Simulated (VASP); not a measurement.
# ZnS (Wurtzite-2H) (P6_3mc) in VASP: a series of runs

Runs on ZnS (Wurtzite-2H). Level: PBE. Tasks: dielectric tensor.

Everything below comes from runs of VASP 6.6.1. Logs are shortened: lines on timing, memory, paths and dates and some standing lists are left out, and cuts for length are marked.

## (1) Starting point

It takes space group P6_3mc (No. 186, hexagonal). Conventional cell: a = 3.811 Å, b = 3.811 Å, c = 6.234 Å, α = 90.00°, β = 90.00°, γ = 120.00°. Zn (site symmetry 3m) has 4 S at 2.31 to 2.40 Å as nearest neighbours. S (site symmetry 3m) is surrounded by 4 Zn at 2.31 to 2.40 Å.

## (2) Dielectric tensor, PBE

INCAR reads:

```
PREC = Accurate
ENCUT = 500
EDIFF = 1E-8
ISMEAR = 0
SIGMA = 0.01
LREAL = F
LASPH = T
NELM = 100
ALGO = Normal
ISIF = 2
LWAVE = F
LCHARG = F
GGA = PE
LEPSILON = T
```

KPOINTS reads:

```
Automatic mesh
0
Gamma
  4 4 3
```

POSCAR reads:

```
ZnS
1.0
    3.8110000000      0.0000000000      0.0000000000
   -1.9055000000      3.3004228138      0.0000000000
    0.0000000000      0.0000000000      6.2340000000
Zn S
2 2
Direct
    0.6666666667      0.3333333333      0.5000000000
    0.3333333333      0.6666666667      0.0000000000
    0.6666666667      0.3333333333      0.8850000000
    0.3333333333      0.6666666667      0.3850000000
```

Potentials or basis: VASP PAW PBE potentials, release 64 (Zn, S).

Launch:

```console
> cat potpaw_PBE.64/Zn/POTCAR potpaw_PBE.64/S/POTCAR > POTCAR
> mpirun -np 1 vasp_std > vasp.out
```

OUTCAR:

```text
PREC = Accurate
   ENCUT = 500
   EDIFF = 1E-8
   ISMEAR = 0
   LREAL = F
   LASPH = T
   NELM = 100
   ISIF = 2
   GGA = PE
   LEPSILON = T

 Found      8 irreducible k-points:

 Following reciprocal coordinates:
            Coordinates               Weight
  0.000000  0.000000  0.000000      1.000000
  0.250000  0.000000  0.000000      6.000000
  0.500000  0.000000  0.000000      3.000000
  0.250000  0.250000  0.000000      6.000000
  0.000000  0.000000  0.333333      2.000000
  0.250000  0.000000  0.333333     12.000000
   k-points           NKPTS =      8   k-points in BZ     NKDIM =      8   number of bands    NBANDS=     22
   number of dos      NEDOS =    301   number of ions     NIONS =      4
   total plane-waves  NPLWV =  37632
   dimension x,y,z NGX =    28 NGY =   28 NGZ =   48
   dimension x,y,z NGXF=    56 NGYF=   56 NGZF=   96
   ions per type =               2   2
   NGX,Y,Z   is equivalent  to a cutoff of  12.21, 12.21, 12.80 a.u.
   NGXF,Y,Z  is equivalent  to a cutoff of  24.43, 24.43, 25.60 a.u.
 SYSTEM =  unknown system
   PREC   = accura    normal or accurate (medium, high low for compatibility)
   ISTART =      0    job   : 0-new  1-cont  2-samecut
   ICHARG =      2    charge: 1-file 2-atom 10-const
   ISPIN  =      1    spin polarized calculation?
   LNONCOLLINEAR =      F non collinear calculations
   LSORBIT =      F    spin-orbit coupling
   LASPH  =      T    aspherical Exc in radial PAW
   ENCUT  =  500.0 eV  36.75 Ry    6.06 a.u.   6.95  6.95 11.37*2*pi/ulx,y,z
   NELM   =    100;   NELMIN=  2; NELMDL= -5     # of ELM steps
   EDIFF  = 0.1E-07   stopping-criterion for ELM
   LREAL  =      F    real-space projection
   EDIFFG = 0.1E-06   stopping-criterion for IOM
   NSW    =      0    number of steps for IOM
   IBRION =     -1    ionic relax: 0-MD 1-quasi-New 2-CG
   NFREE  =      0    steps in history (QN), initial steepest desc. (CG)
   ISIF   =      2    stress and relaxation
   ISYM   =      2    0-nonsym 1-usesym 2-fastsym
   POTIM  = 0.5000    time-step for ionic-motion
   TEBEG  =    0.0;   TEEND  =   0.0 temperature during run
   PSTRESS=    0.0 pullay stress
   NELECT =      36.0000    total number of electrons
   NUPDOWN=      -1.0000    fix difference up-down
   EMIN   =  10.00;   EMAX   =-10.00  energy-range for DOS
   EFERMI =   0.00;   METHOD = LEGACY
   ISMEAR =     0;   SIGMA  =   0.01  broadening in eV -4-tet -1-fermi 0-gaus
   EFERMI_NEDOS =   21; number of points for ismear=-14 and -15
   IALGO  =     38    algorithm
   IMIX   =      4    mixing-type and parameters
     AMIX     =   0.40;   BMIX     =  1.00
     AMIX_MAG =   1.60;   BMIX_MAG =  1.00
  volume/ion in A,a.u.               =      19.60       132.29
  Fermi-wavevector in a.u.,A,eV,Ry     =   1.262943  2.386617 21.701647  1.595026
  Thomas-Fermi vector in A             =   2.396326
   LORBIT       =      0    0 simple, 1 ext, 2 COOP (PROOUT), +10 PAW based schemes
   GGA     = PE    functional components
   LHFCALC =     F    Hartree Fock is set to
   AEXX    =    0.0000 exact exchange contribution
[... 202 lines left out ...]
  free  energy   TOTEN  =       -13.6020075993 eV

  energy  without entropy=      -13.6020075993  energy(sigma->0) =      -13.60200760

 HEAD OF MICROSCOPIC STATIC DIELECTRIC TENSOR (INDEPENDENT PARTICLE, excluding Hartree and local field effects)
 ------------------------------------------------------
           7.531164     0.000000     0.000000
           0.000000     7.531164     0.000000
           0.000000     0.000000     6.750235
 ------------------------------------------------------

 Free energy of the ion-electron system (eV)
  ---------------------------------------------------
  ---------------------------------------------------
  free energy    TOTEN  =        -1.43367016 eV

  energy without entropy =       -1.43367016

------------------------ aborting loop because EDIFF is reached ----------------------------------------

--------------------------------------- Ionic step        2  -------------------------------------------

------------------------ aborting loop because EDIFF is reached ----------------------------------------

--------------------------------------- Ionic step        3  -------------------------------------------

 Free energy of the ion-electron system (eV)
  ---------------------------------------------------
  ---------------------------------------------------
  free energy    TOTEN  =        -1.26141731 eV

  energy without entropy =       -1.26141731

------------------------ aborting loop because EDIFF is reached ----------------------------------------

 PIEZOELECTRIC TENSOR FIELD DIRECTION 3  (e Angst)
 -----------------------------------------------------------------------------
     1.72181  0.00000  0.00000           ( -0.01440  0.00000  0.00000)
     0.00000  1.72181  0.00000           (  0.00000 -0.01440  0.00000)
     0.00000 -0.00000 -4.10975           (  0.00000  0.00000  0.00748)

 PIEZOELECTRIC TENSOR FIELD DIRECTION 3  (C/m^2)
 -----------------------------------------------------------------------------
     0.35182  0.00000  0.00000
     0.00000  0.35182  0.00000
     0.00000 -0.00000 -0.83975

 MACROSCOPIC STATIC DIELECTRIC TENSOR (including local field effects in DFT)
 ------------------------------------------------------
           7.147874    -0.000000     0.000000
           0.000000     7.147874     0.000000
           0.000000     0.000000     6.393761
 ------------------------------------------------------

 PIEZOELECTRIC TENSOR (including local field effects)  for field in x, y, z        (e  Angst)
          XX          YY          ZZ          XY          YZ          ZX
  --------------------------------------------------------------------------------
  x     0.00000     0.00000     0.00000     0.00000     0.00000     1.84729
  y     0.00000     0.00000    -0.00000    -0.00000     1.84729     0.00000
  z     1.72181     1.72181    -4.10975     0.00000     0.00000     0.00000

 PIEZOELECTRIC TENSOR (including local field effects)  for field in x, y, z        (C/m^2)
          XX          YY          ZZ          XY          YZ          ZX
  --------------------------------------------------------------------------------
  x     0.00000     0.00000     0.00000     0.00000     0.00000     0.37746
  y     0.00000     0.00000    -0.00000    -0.00000     0.37746     0.00000
  z     0.35182     0.35182    -0.83975     0.00000     0.00000     0.00000

 BORN EFFECTIVE CHARGES (including local field effects) (in |e|, cummulative output)
 ---------------------------------------------------------------------------------
 ion    1
    1     2.21424     0.00000    -0.00000
    2     0.00000     2.21424     0.00000
    3     0.00000     0.00000     2.10111
 ion    2
    1     2.21424     0.00000     0.00000
    2     0.00000     2.21424     0.00000
    3     0.00000    -0.00000     2.10111
 ion    3
    1    -2.21424     0.00000     0.00000
    2     0.00000    -2.21424     0.00000
    3     0.00000     0.00000    -2.10111
 ion    4
    1    -2.21424    -0.00000     0.00000
    2     0.00000    -2.21424    -0.00000
    3     0.00000     0.00000    -2.10111
```

OSZICAR:

```text
[... 13 lines left out ...]
RMM:   5    -0.125828336115E+01   -0.29159E-01   -0.50045E-03   575   0.388E-01    0.483E-02
RMM:   6    -0.125909846562E+01   -0.81510E-03   -0.77929E-04   568   0.128E-01    0.251E-02
RMM:   7    -0.126108085385E+01   -0.19824E-02   -0.98184E-05   590   0.438E-02    0.647E-03
RMM:   8    -0.126138704508E+01   -0.30619E-03   -0.13105E-05   590   0.128E-02    0.177E-03
RMM:   9    -0.126138282064E+01    0.42244E-05   -0.73378E-07   578   0.378E-03    0.773E-04
RMM:  10    -0.126142086615E+01   -0.38046E-04    0.13177E-06   586   0.173E-03    0.406E-04
RMM:  11    -0.126142149024E+01   -0.62410E-06   -0.13216E-07   595   0.708E-04    0.895E-05
RMM:  12    -0.126141651512E+01    0.49751E-05   -0.83997E-08   545   0.270E-04    0.510E-05
RMM:  13    -0.126141731035E+01   -0.79523E-06    0.46434E-08   324   0.942E-05    0.899E-06
```

Wall time 1.9 min (1 thread of Intel Xeon Platinum 8488C (Sapphire Rapids), shared host); peak memory 0.23 GiB.

The run converged, but some of its settings lie outside the range that counts as converged, so its numbers aren't taken as properties of the crystal.

Results:

```
Band gap on the k mesh                  : 2.25 eV, direct
Electronic dielectric tensor (diagonal) : 7.15, 7.15, 6.39
Born charges (mean of the diagonal)     : Zn +2.18; S -2.18 e
```

Caveat: the k mesh is coarse (spacing up to 0.48 Å⁻¹), so the values aren't converged.

## (3) Dielectric tensor, PBE

INCAR, as its differences from that of step 2:

```diff
@@ -1,3 +1,3 @@
 PREC = Accurate
-ENCUT = 500
+ENCUT = 400
 EDIFF = 1E-8
```

KPOINTS reads:

```
Automatic mesh
0
Gamma
  5 5 3
```

POSCAR is that of step 2.

Potentials or basis: VASP PAW PBE potentials, release 64 (Zn, S).

Launch:

```console
> cat potpaw_PBE.64/Zn/POTCAR potpaw_PBE.64/S/POTCAR > POTCAR
> mpirun -np 1 vasp_std > vasp.out
```

OUTCAR:

```text
PREC = Accurate
   ENCUT = 400
   EDIFF = 1E-8
   ISMEAR = 0
   LREAL = F
   LASPH = T
   NELM = 100
   ISIF = 2
   GGA = PE
   LEPSILON = T

 Found     10 irreducible k-points:

 Following reciprocal coordinates:
            Coordinates               Weight
  0.000000  0.000000  0.000000      1.000000
  0.200000  0.000000  0.000000      6.000000
  0.400000  0.000000  0.000000      6.000000
  0.200000  0.200000  0.000000      6.000000
  0.400000  0.200000  0.000000      6.000000
  0.000000  0.000000  0.333333      2.000000
   k-points           NKPTS =     10   k-points in BZ     NKDIM =     10   number of bands    NBANDS=     22
   number of dos      NEDOS =    301   number of ions     NIONS =      4
   total plane-waves  NPLWV =  32928
   dimension x,y,z NGX =    28 NGY =   28 NGZ =   42
   dimension x,y,z NGXF=    56 NGYF=   56 NGZF=   84
[... 295 lines left out ...]
          -0.000000     6.430660    -0.000000
           0.000000     0.000000     6.228225
 ------------------------------------------------------

 PIEZOELECTRIC TENSOR (including local field effects)  for field in x, y, z        (e  Angst)
          XX          YY          ZZ          XY          YZ          ZX
  --------------------------------------------------------------------------------
  x    -0.00000     0.00000     0.00000     0.00000     0.00000     1.74307
  y     0.00000     0.00000    -0.00000    -0.00000     1.74307     0.00000
  z     1.70136     1.70136    -4.07386     0.00000     0.00000     0.00000

 PIEZOELECTRIC TENSOR (including local field effects)  for field in x, y, z        (C/m^2)
          XX          YY          ZZ          XY          YZ          ZX
  --------------------------------------------------------------------------------
  x    -0.00000     0.00000     0.00000     0.00000     0.00000     0.35616
  y     0.00000     0.00000    -0.00000    -0.00000     0.35616     0.00000
  z     0.34764     0.34764    -0.83242     0.00000     0.00000     0.00000

 BORN EFFECTIVE CHARGES (including local field effects) (in |e|, cummulative output)
 ---------------------------------------------------------------------------------
 ion    1
    1     2.05009     0.00000    -0.00000
    2     0.00000     2.05009     0.00000
    3     0.00000     0.00000     2.09109
 ion    2
    1     2.05009     0.00000     0.00000
    2    -0.00000     2.05009     0.00000
    3     0.00000     0.00000     2.09109
 ion    3
    1    -2.05009     0.00000    -0.00000
    2     0.00000    -2.05009     0.00000
    3     0.00000     0.00000    -2.09109
 ion    4
    1    -2.05009     0.00000     0.00000
    2    -0.00000    -2.05009     0.00000
    3     0.00000    -0.00000    -2.09109
```

OSZICAR:

```text
[... 13 lines left out ...]
RMM:   6    -0.122088827869E+01    0.47198E-03   -0.89639E-04   717   0.144E-01    0.245E-02
RMM:   7    -0.122293043818E+01   -0.20422E-02   -0.91193E-05   743   0.483E-02    0.112E-02
RMM:   8    -0.122343476339E+01   -0.50433E-03   -0.13798E-05   733   0.178E-02    0.199E-03
RMM:   9    -0.122344663039E+01   -0.11867E-04    0.44472E-07   751   0.486E-03    0.965E-04
RMM:  10    -0.122346909641E+01   -0.22466E-04    0.66375E-07   689   0.175E-03    0.424E-04
RMM:  11    -0.122347934857E+01   -0.10252E-04    0.83777E-09   768   0.738E-04    0.113E-04
RMM:  12    -0.122347484277E+01    0.45058E-05   -0.39926E-08   694   0.326E-04    0.423E-05
RMM:  13    -0.122347474342E+01    0.99351E-07   -0.10542E-07   550   0.181E-04    0.206E-05
RMM:  14    -0.122347486341E+01   -0.12000E-06   -0.60552E-08   371   0.126E-04    0.511E-06
```

stdout:

```text
POSCAR found type information on POSCAR ZnS
 POSCAR found :  2 types and       4 ions
 scaLAPACK will be used
 LDA part: xc-table for (Slater+PW92), standard interpolation
 POSCAR, INCAR and KPOINTS ok, starting setup
 FFT: planning ... GRIDC
 FFT: planning ... GRID_SOFT
 FFT: planning ... GRID
 WAVECAR not read
 entering main loop
 Linear response reoptimize wavefunctions to high precision
 Linear response G [H, r] |phi>, progress :
  Direction:   1
 Linear response G [H, r] |phi>, progress :
  Direction:   2
 Linear response G [H, r] |phi>, progress :
  Direction:   3
 Linear response to external field (no local field effect), progress :
  Direction:   1
 dielectric tensor                  component  1 :     5.765    -1.944    -0.385
 Linear response to external field (no local field effect), progress :
  Direction:   2
 dielectric tensor                  component  2 :    -1.944     7.883    -0.421
 Linear response to external field (no local field effect), progress :
  Direction:   3
 dielectric tensor                  component  3 :    -0.386    -0.420     6.597
 Linear response to external field, progress :
  Direction:   1
 dielectric tensor                  component  1 :     6.431    -0.522     0.000
 Linear response to external field, progress :
  Direction:   2
 dielectric tensor                  component  2 :    -1.262     6.431     0.000
 Linear response to external field, progress :
  Direction:   3
 dielectric tensor                  component  3 :    -0.386    -0.418     6.228
 Born effective charges drift removed
```

Run time: 2.1 min. Hardware: 1 thread of Intel Xeon Platinum 8488C (Sapphire Rapids), shared host; peak memory 0.21 GiB.

The run converged, but some of its settings lie outside the range that counts as converged, so its numbers aren't taken as properties of the crystal.

What came out:

```
Band gap on the k mesh                  : 2.25 eV, direct
Electronic dielectric tensor (diagonal) : 6.43, 6.43, 6.23
Born charges (mean of the diagonal)     : Zn +2.06; S -2.06 e
```

## (4) Dielectric tensor, PBE

INCAR, as its differences from that of step 3:

```diff
@@ -1,3 +1,3 @@
 PREC = Accurate
-ENCUT = 400
+ENCUT = 300
 EDIFF = 1E-8
```

KPOINTS reads:

```
Automatic mesh
0
Gamma
  6 6 4
```

POSCAR is that of step 3.

Potentials or basis: VASP PAW PBE potentials, release 64 (Zn, S).

Launch:

```console
> cat potpaw_PBE.64/Zn/POTCAR potpaw_PBE.64/S/POTCAR > POTCAR
> mpirun -np 1 vasp_std > vasp.out
```

OUTCAR:

```text
PREC = Accurate
   ENCUT = 300
   EDIFF = 1E-8
   ISMEAR = 0
   LREAL = F
   LASPH = T
   NELM = 100
   ISIF = 2
   GGA = PE
   LEPSILON = T

 Found     21 irreducible k-points:

 Following reciprocal coordinates:
            Coordinates               Weight
  0.000000  0.000000  0.000000      1.000000
  0.166667 -0.000000  0.000000      6.000000
  0.333333  0.000000  0.000000      6.000000
  0.500000  0.000000  0.000000      3.000000
  0.166667  0.166667  0.000000      6.000000
  0.333333  0.166667  0.000000     12.000000
   k-points           NKPTS =     21   k-points in BZ     NKDIM =     21   number of bands    NBANDS=     22
   number of dos      NEDOS =    301   number of ions     NIONS =      4
   total plane-waves  NPLWV =  20736
   dimension x,y,z NGX =    24 NGY =   24 NGZ =   36
   dimension x,y,z NGXF=    48 NGYF=   48 NGZF=   72
[... 295 lines left out ...]
           0.000000     6.083505     0.000000
           0.000000     0.000000     5.970655
 ------------------------------------------------------

 PIEZOELECTRIC TENSOR (including local field effects)  for field in x, y, z        (e  Angst)
          XX          YY          ZZ          XY          YZ          ZX
  --------------------------------------------------------------------------------
  x     0.00000     0.00000     0.00000     0.00000     0.00000     1.68855
  y     0.00000     0.00000     0.00000     0.00000     1.68855     0.00000
  z     1.67350     1.67350    -4.00690     0.00000     0.00000     0.00000

 PIEZOELECTRIC TENSOR (including local field effects)  for field in x, y, z        (C/m^2)
          XX          YY          ZZ          XY          YZ          ZX
  --------------------------------------------------------------------------------
  x     0.00000     0.00000     0.00000     0.00000     0.00000     0.34502
  y     0.00000     0.00000     0.00000     0.00000     0.34502     0.00000
  z     0.34195     0.34195    -0.81873     0.00000     0.00000     0.00000

 BORN EFFECTIVE CHARGES (including local field effects) (in |e|, cummulative output)
 ---------------------------------------------------------------------------------
 ion    1
    1     1.98210     0.00000     0.00000
    2    -0.00000     1.98210     0.00000
    3     0.00000     0.00000     2.05496
 ion    2
    1     1.98210     0.00000     0.00000
    2     0.00000     1.98210     0.00000
    3     0.00000     0.00000     2.05496
 ion    3
    1    -1.98210     0.00000     0.00000
    2    -0.00000    -1.98210     0.00000
    3     0.00000     0.00000    -2.05496
 ion    4
    1    -1.98210     0.00000     0.00000
    2     0.00000    -1.98210     0.00000
    3     0.00000     0.00000    -2.05496
```

stdout:

```text
POSCAR found type information on POSCAR ZnS
 POSCAR found :  2 types and       4 ions
 scaLAPACK will be used
 LDA part: xc-table for (Slater+PW92), standard interpolation
 POSCAR, INCAR and KPOINTS ok, starting setup
 FFT: planning ... GRIDC
 FFT: planning ... GRID_SOFT
 FFT: planning ... GRID
 WAVECAR not read
 entering main loop
 Linear response reoptimize wavefunctions to high precision
 Linear response G [H, r] |phi>, progress :
  Direction:   1
 Linear response G [H, r] |phi>, progress :
  Direction:   2
 Linear response G [H, r] |phi>, progress :
  Direction:   3
 Linear response to external field (no local field effect), progress :
  Direction:   1
 dielectric tensor                  component  1 :     5.510    -1.853    -0.384
 Linear response to external field (no local field effect), progress :
  Direction:   2
 dielectric tensor                  component  2 :    -1.853     7.455    -0.346
 Linear response to external field (no local field effect), progress :
  Direction:   3
 dielectric tensor                  component  3 :    -0.384    -0.346     6.347
 Linear response to external field, progress :
  Direction:   1
 dielectric tensor                  component  1 :     6.084    -0.677     0.000
 Linear response to external field, progress :
  Direction:   2
 dielectric tensor                  component  2 :    -1.098     6.084     0.000
 Linear response to external field, progress :
  Direction:   3
 dielectric tensor                  component  3 :    -0.385    -0.345     5.971
 Born effective charges drift removed
```

Wall time 2 min (1 thread of Intel Xeon Platinum 8488C (Sapphire Rapids), shared host); peak memory 0.22 GiB.

The run converged, but some of its settings lie outside the range that counts as converged, so its numbers aren't taken as properties of the crystal.

What came out:

```yaml
Band_gap_on_the_k_mesh: 2.25 eV, direct
Electronic_dielectric_tensor_diagonal: 6.08, 6.08, 5.97
Born_charges_mean_of_the_diagonal: Zn +2.01; S -2.01 e
```

(Part 1 of 2 ends here.)
